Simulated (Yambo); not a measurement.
# BiTe (R-3m) in Yambo: notebook, part 2 of 2

Yambo 5.3.0. Earlier steps stand in the parts before.

**5. Optical spectrum, PBE**

Input file optics3.in:

```
optics
chi
tddft
Chimod= "LRC"
% BndsRnXd
 1 | 41 |
%
NGsBlkXd= 3 Ry
% LongDrXd
 1 | 0 | 0 |
%
% QpntsRXd
 1 | 1 |
%
% EnRngeXd
 0 | 20 | eV
%
% DmRngeXd
 0.1 | 0.1 | eV
%
ETStpsXd= 200
LRC_alpha= -0.2
```

Input file scf.in:

```
&CONTROL
  calculation = 'scf'
  prefix = 'pwscf'
  outdir = './tmp'
  pseudo_dir = './pseudo'
/
&SYSTEM
  ibrav = 0
  nat = 2
  ntyp = 2
  ecutwfc = 80
  nbnd = 23
  occupations = 'smearing'
  smearing = 'fd'
  degauss = 0.00367493
  force_symmorphic = .true.
/
&ELECTRONS
  conv_thr = 4d-10
  electron_maxstep = 120
  mixing_beta = 0.5
/
ATOMIC_SPECIES
Bi   208.9804 Bi.upf
Te   127.6000 Te.upf
CELL_PARAMETERS angstrom
   2.4227077728    1.3987509848    3.3172919545
  -2.4227077728    1.3987509848    3.3172919545
   0.0000000000   -2.7975019696    3.3172919545
ATOMIC_POSITIONS crystal
Bi     0.5000000000    0.5000000000    0.5000000000
Te     0.0000000000    0.0000000000    0.0000000000
K_POINTS automatic
8 8 8 0 0 0
```

Input file nscf.in:

```
&CONTROL
  calculation = 'nscf'
  prefix = 'pwscf'
  outdir = './tmp'
  pseudo_dir = './pseudo'
/
&SYSTEM
  ibrav = 0
  nat = 2
  ntyp = 2
  ecutwfc = 80
  nbnd = 46
  occupations = 'smearing'
  smearing = 'fd'
  degauss = 0.00367493
  force_symmorphic = .true.
/
&ELECTRONS
  conv_thr = 1d-08
  diago_full_acc = .true.
  diago_thr_init = 1d-06
/
ATOMIC_SPECIES
Bi   208.9804 Bi.upf
Te   127.6000 Te.upf
CELL_PARAMETERS angstrom
   2.4227077728    1.3987509848    3.3172919545
  -2.4227077728    1.3987509848    3.3172919545
   0.0000000000   -2.7975019696    3.3172919545
ATOMIC_POSITIONS crystal
Bi     0.5000000000    0.5000000000    0.5000000000
Te     0.0000000000    0.0000000000    0.0000000000
K_POINTS automatic
8 8 8 0 0 0
```

Potentials or basis: PseudoDojo 0.4.1 SR PBE standard.

The run is started by

```
OMP_NUM_THREADS=1 pw.x -in scf.in > scf.out
OMP_NUM_THREADS=1 pw.x -in nscf.in > nscf.out
cd tmp/pwscf.save; p2y; mv SAVE ../..; cd ../..
OMP_NUM_THREADS=1 yambo
OMP_NUM_THREADS=1 yambo -F optics3.in -J optics3 -C optics3_out
```

Yambo's report:

```text
[... sections 02.01 to 02.04 as in the set-up run ...]

[... 5 lines left out ...]
  [X] Bosonic    Temperature                        :  0.258606E-1   300.100    [eV K]
  [X] Finite Temperature mode                       : yes
  [X] El. density                                   :  0.45961E+24 [cm-3]
  [X] Fermi Level                                   :  10.10948 [eV]

  [X] === Gaps and Widths ===
  [X] Conduction Band Min                           :  10.10948 [eV]
  [X] Valence Band Max                              :  10.10948 [eV]
  [X] Filled Bands                                  :  15
  [X] Metallic Bands                                :  16  18
  [X] Empty Bands                                   :   19   46

  [X] === Metallic Characters ===
  [X] N of el / N of met el                         :  31.00000   1.18549
  [X] Average metallic occ.                         :  0.098791

  [WARNING] [X] Metallic system

 [03] Transferred momenta grid and indexing
[... 56 lines left out ...]
 Q [49]         [rlu]:  0.250000  0.250000  0.500000
 Q [50]         [rlu]:  0.250000  0.250000  0.625000

 Remaining 15 points informations can be written running with -fatlog

 [WARNING] [Xd] User bands 1-41 break level degeneracy

 [04] Dipoles
 ============

  [04.01] Setup: observables and procedures
  =========================================

  [WF-Oscillators/G space/Transverse up loader] Normalization (few states)  min/max  :  0.90315E-18   1.0000

  [WR./optics3//ndb.dipoles]------------------------------------------------------
   Brillouin Zone Q/K grids (IBZ/BZ)                :    65   512    65   512
   RL vectors                                       :   6799 [WF]
   Fragmentation                                    : yes
   Electronic Temperature                           :  300.1000 [K]
   Bosonic    Temperature                           :  300.1000 [K]
   DIP band range                                   :    1   41
   DIP band range limits                            :  18  16
   DIP e/h energy range                             : -1.000000 -1.000000 [eV]
   RL vectors in the sum                            :   6799
   [r,Vnl] included                                 : yes
   Bands ordered                                    : yes
   Direct v evaluation                              : no
   Approach used                                    : G-space v
   Dipoles computed                                 : R V P [G-space]
   Wavefunctions                                    : Perdew, Burke & Ernzerhof(X)+Perdew, Burke & Ernzerhof(C)

  [WARNING] [r,Vnl^pseudo] included in position and velocity dipoles.

  [WARNING] In case H contains other non local terms, these are neglected

 [05] Optics
 ===========

 [X-CG] R(p) Tot o/o(of R):   21483  208804     100

 [WARNING] The system is a metal but Drude term not included.
```

o-optics3.eps_q1_inv_LRC_dyson:

```text
# Absorption @ Q(1):   1.00000000      0.00000000      0.00000000    [q->0 direction]
#
# [ X ] Hartree size                              :   57
# [GEN] GF Energies                               : Perdew, Burke & Ernzerhof(X)+Perdew, Burke & Ernzerhof(C)
# [GEN] Green`s Function                          : Retarded
#
# [GEN] Gauge                                     : Length
# [GEN] [r,Vnl] included                          : yes
#
#    E[1] [eV]          Im(eps)            Re(eps)            Im(eps_o)          Re(eps_o)
#
        0.000000          -0.529183E-6       -80.33576           0.12832E-15        278.1820
        0.100503           23.99904          -70.16591           146.8211           115.9309
        0.201005           34.05075          -58.62818           115.2769           54.08327
        0.301508           28.01452          -41.40381           92.28634          -2.458075
        0.402010           25.71512          -28.54049           57.59234          -9.695587
        0.502513           21.79457          -20.19056           39.11333          -9.835527
[... 192 lines left out ...]
        19.89950           0.179181           0.714121           0.130701           0.722118
        20.00000           0.147566           0.708656           0.112483           0.733937
#
```

Run time: 3.5 min. Hardware: 1 thread of Arm Neoverse V2, shared host; peak memory 0.92 GiB.

What came out:

- Band gap on the k mesh, mean-field level: none (metal or under the smearing width)

Dielectric function (along the field direction of the input):
```tsv
energy (eV)	real part	imaginary part
0.30	-41.40	28.01
1.31	9.89	26.30
2.31	-3.20	7.28
3.32	-2.41	3.01
4.42	0.23	1.25
5.43	1.81	1.11
6.43	0.88	3.60
7.54	-0.81	2.76
8.54	-0.24	1.47
9.55	0.03	1.06
10.65	0.12	0.75
11.66	0.34	0.67
12.66	0.47	0.45
13.77	0.54	0.47
14.77	0.63	0.42
15.78	0.43	0.69
16.88	0.51	0.24
17.89	0.60	0.20
18.89	0.68	0.18
20.00	0.71	0.15
```

Caveat: the intraband (Drude) term of the metal is left out; the ground state has no gap, which makes the many-body step unreliable; the long-range kernel's strength is typed, not fitted to the crystal's screening; spectra need much finer meshes, so this one isn't converged; independent-particle spectra lack excitons; spin-orbit coupling is left out, which moves the levels of the heavy elements.

**6. The runs side by side**

| kernel | cutoff of the response matrix | strength of the long-range kernel | gap on the mesh (eV) |
| --- | --- | --- | --- |
| none (independent particles) | - | - | none |
| Hartree (RPA with local fields) | 3 Ry | - | none |
| adiabatic LDA | 3 Ry | - | none |
| long-range correction | 3 Ry | -0.2 | none |

Alike in all rows: task optical spectrum; level PBE; potentials or basis PseudoDojo 0.4.1 SR PBE standard; no spin polarisation; cell as given; k mesh 8 × 8 × 8; cutoff (eV) 1088; smearing fermi-dirac 0.05 eV.

Every run on the cell as given and a fine mesh finds a metal.

Caveats: the intraband (Drude) term of the metal is left out; the ground state has no gap, which makes the many-body step unreliable; spectra need much finer meshes, so this one isn't converged; spin-orbit coupling is left out, which moves the levels of the heavy elements; independent-particle spectra lack excitons (some runs); these spectra lack excitons (some runs); the LDA kernel is used on GGA states, which is inconsistent by a few percent (some runs).

Absolute energies hang on the potentials; compare differences alone.
